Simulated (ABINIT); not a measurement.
# O (P-1) in ABINIT: single point with RPBE

Aim: the single point of O with RPBE.

Everything below comes from runs of ABINIT 10.8.3 (patched build). Logs are shortened: lines on timing, memory, paths and dates and some standing lists are left out, and cuts for length are marked. The log counts tension as positive stress, the text compression.

## 1. The cell of the first run

The typed cell holds 2 atoms: a = 4.395 Å, b = 4.283 Å, c = 2.426 Å, α = 75.78°, β = 68.62°, γ = 31.68°.

## 2. Single point, RPBE (cell strained at random)

Input file run.abi:

```
# Pseudopotentials
pp_dirpath "./"
pseudos "O.upf"

# Structure
acell 8.3061630783 8.0931706766 4.5837486954
rprim
     0.0222162453     0.4311430387     0.9020100435
     0.3645702867     0.0069761716     0.9311497404
     0.6214827095     0.7832931961     0.0145262108
ntypat 1
znucl 8
natom 2
typat 1 1
xred
     0.5789020000     0.5789020000     0.4210980000
     0.4210980000     0.4210980000     0.5789020000
chkprim 0
chksymtnons 0
tolsym 1.0e-6

# Plane-wave basis
ecut 35.0

# k points
kptopt 1
ngkpt 9 9 9
nshiftk 1
shiftk 0.0 0.0 0.0

# Exchange and correlation
ixc 15

# Bands and occupations
nband 10
occopt 3
tsmear 0.05 eV

# SCF cycle
nstep 100
tolvrs 1.0e-10

# Output
iomode 3
prtwf 0
prteig 0
prtebands 0
enunit 1
prtden 1
prtvha 1
prtvclmb 1
prtpot 1
prtelf 1
```

Potentials or basis: PseudoDojo NC SR PBE v0.4.1 standard.

Launch:

```console
abinit run.abi > log 2>&1
```

run.abo:

```text
.Version 10.8.3 of ABINIT
 Symmetries : space group P-1 (#  2); Bravais aP (primitive triclinic)
================================================================================
 Values of the parameters that define the memory need of the present run
     intxc =       0    ionmov =       0      iscf =       7    lmnmax =       5
     lnmax =       5     mgfft =      48  mpssoang =       3    mqgrid =    3001
     natom =       2  nloc_mem =       1    nspden =       1   nspinor =       1
    nsppol =       1      nsym =       2    n1xccc =    2501    ntypat =       1
    occopt =       3   xclevel =       2
       mpw =        1502          nfft =       58320          nkpt =         365
================================================================================
================================================================================

--------------------------------------------------------------------------------
------------- Echo of variables that govern the present computation ------------
--------------------------------------------------------------------------------
 -outvars: echo values of preprocessed input variables --------
            acell      8.3061630783E+00  8.0931706766E+00  4.5837486954E+00 Bohr
              amu      1.59994000E+01
          chkprim           0
      chksymtnons           0
             ecut      3.50000000E+01 Hartree
           enunit           1
                       outvar_i_n : Printing only first  50 k-points.
              ixc          15
                       outvar_i_n : Printing only first  50 k-points.
         kptrlatt        9    0    0      0    9    0      0    0    9
          kptrlen      4.03256840E+01
            natom           2
            nband          10
            ngfft          48      45      27
             nkpt         365
            nstep         100
             nsym           2
           ntypat           1
                       prtocc : prtvol=0, do not print more k-points.
           occopt           3
        prtebands           0
           prteig           0
           prtelf           1
           prtpot           1
         prtvclmb           1
           prtvha           1
            prtwf           0
            rprim      2.2216245300E-02  4.3114303870E-01  9.0201004350E-01
                       3.6457028670E-01  6.9761716000E-03  9.3114974040E-01
                       6.2148270950E-01  7.8329319610E-01  1.4526210800E-02
          spgroup           2
           tolsym      1.00000000E-06
           tolvrs      1.00000000E-10
           tsmear      1.83746611E-03 Hartree
            typat      1  1
                       outvars : Printing only first  50 k-points.
           xangst      1.5951961246E+00  1.9144226027E+00  4.6186012730E+00
                       1.5712848735E+00  1.9104823947E+00  3.3692127213E+00
            xcart      3.0144837926E+00  3.6177344084E+00  8.7278914907E+00
                       2.9692980766E+00  3.6102884943E+00  6.3668893032E+00
             xred      5.7890200000E-01  5.7890200000E-01  4.2109800000E-01
                       4.2109800000E-01  4.2109800000E-01  5.7890200000E-01
            znucl        8.00000

[... 106 lines left out ...]
 Integrated electronic density in atomic spheres:
 ------------------------------------------------
 Atom  Sphere_radius  Integrated_density
    1        2.00000          6.53115860
    2        2.00000          6.53115860
================================================================================

 ----iterations are completed or convergence reached----

 Mean square residual over all n,k,spin=   41.119E-10; max=  93.739E-07
 reduced coordinates (array xred) for    2 atoms
       0.578902000000      0.578902000000      0.421098000000
       0.421098000000      0.421098000000      0.578902000000
 rms dE/dt=  2.9980E-01; max dE/dt=  3.7359E-01; dE/dt below (all hartree)
    1       0.360014418813      0.373587840710      0.021610485577
    2      -0.360014418813     -0.373587840710     -0.021610485577

 cartesian coordinates (angstrom) at end:
    1      1.59519612458619     1.91442260271493     4.61860127300472
    2      1.57128487346807     1.91048239467507     3.36921272128870

 cartesian forces (hartree/bohr) at end:
    1     -0.00532289709731    -0.00091504566341    -0.04748314856187
    2      0.00532289709731     0.00091504566341     0.04748314856187
 frms,max,avg= 2.7591182E-02 4.7483149E-02   0.000E+00  0.000E+00  0.000E+00 h/b

 cartesian forces (eV/Angstrom) at end:
    1     -0.27371437389305    -0.04705353987971    -2.44168167099253
    2      0.27371437389305     0.04705353987971     2.44168167099253
 frms,max,avg= 1.4187956E+00 2.4416817E+00   0.000E+00  0.000E+00  0.000E+00 e/A
 length scales=  8.306163078300  8.093170676600  4.583748695400 bohr
              =  4.395432208098  4.282721483100  2.425615348466 angstroms
 Fermi (or HOMO) energy (eV) =   0.38851   Average Vxc (eV)=  -9.18240
 Eigenvalues (   eV  ) for nkpt= 365  k points:
 kpt#   1, nband= 10, wtk=  0.00137, kpt=  0.0000  0.0000  0.0000 (reduced coord)
 -26.13364  -14.50061   -8.00742   -4.34419   -3.81619    1.49070    1.93932    9.91814
  10.98607   13.53522
 prteigrs : prtvol=0 or 1, do not print more k-points.

--- !EnergyTerms
iteration_state     : {dtset: 1, }
comment             : Components of total free energy in Hartree
kinetic             :  2.12951524893657E+01
hartree             :  1.03597878560354E+01
xc                  : -8.15067823141123E+00
Ewald energy        : -2.01728619367991E+01
psp_core            :  9.95595823281999E-01
local_psp           : -3.26314731495781E+01
non_local_psp       : -4.63280767766641E+00
internal            : -3.29372848267716E+01
'-kT*entropy'       : -3.29040546467491E-04
total_energy        : -3.29376138673181E+01
total_energy_eV     : -8.96278132964573E+02
band_energy         : -4.27755808142349E+00
...

 Cartesian components of stress tensor (hartree/bohr^3)
  sigma(1 1)= -1.69774366E-04  sigma(3 2)=  1.55453708E-05
  sigma(2 2)= -1.03414859E-04  sigma(3 1)=  8.60048284E-05
  sigma(3 3)=  6.76913953E-04  sigma(2 1)=  4.06176885E-05

-Cartesian components of stress tensor (GPa)         [Pressure= -3.9593E+00 GPa]
- sigma(1 1)= -4.99493429E+00  sigma(3 2)=  4.57360600E-01
- sigma(2 2)= -3.04257019E+00  sigma(3 1)=  2.53034941E+00
- sigma(3 3)=  1.99154961E+01  sigma(2 1)=  1.19501365E+00

== END DATASET(S) ==============================================================
================================================================================

 -outvars: echo values of variables after computation  --------
            acell      8.3061630783E+00  8.0931706766E+00  4.5837486954E+00 Bohr
           etotal     -3.2937613867E+01
            fcart     -5.3228970973E-03 -9.1504566341E-04 -4.7483148562E-02
                       5.3228970973E-03  9.1504566341E-04  4.7483148562E-02
            rprim      2.2216245300E-02  4.3114303870E-01  9.0201004350E-01
                       3.6457028670E-01  6.9761716000E-03  9.3114974040E-01
                       6.2148270950E-01  7.8329319610E-01  1.4526210800E-02
           strten     -1.6977436592E-04 -1.0341485887E-04  6.7691395283E-04
                       1.5545370815E-05  8.6004828418E-05  4.0617688528E-05
           xangst      1.5951961246E+00  1.9144226027E+00  4.6186012730E+00
                       1.5712848735E+00  1.9104823947E+00  3.3692127213E+00
             xred      5.7890200000E-01  5.7890200000E-01  4.2109800000E-01
                       4.2109800000E-01  4.2109800000E-01  5.7890200000E-01
 Calculation completed.
```

Wall time 2.9 min (1 thread of Arm Neoverse V2, shared host); peak memory 0.14 GiB.

Results:

```yaml
Free_energy: -896.2781 eV
Largest_force: 2.457 eV/Å
Band_gap_on_the_k_mesh: none (metal or under the smearing width)
All_electrons_inside_the_program's_atomic_spheres: O 6.53 (radii [1.0584] Å)
```

Forces in eV/Å, atoms in the order of the input:
```
O   -0.274 -0.047 -2.442
O    0.274  0.047  2.442
```

Levels at points of the mesh, in eV from the Fermi level:
```tsv
k point	band 3	band 4	band 5	band 6	band 7	band 8	band 9	band 10
(0.00, 0.00, 0.00)	-8.40	-4.73	-4.20	1.10	1.55	9.53	10.60	13.15
```

Caveat: the cutoff is too short for stress, so the log's stress isn't used; spin is off for a triplet molecule; the potentials were made for another functional, which shifts forces and pressure.
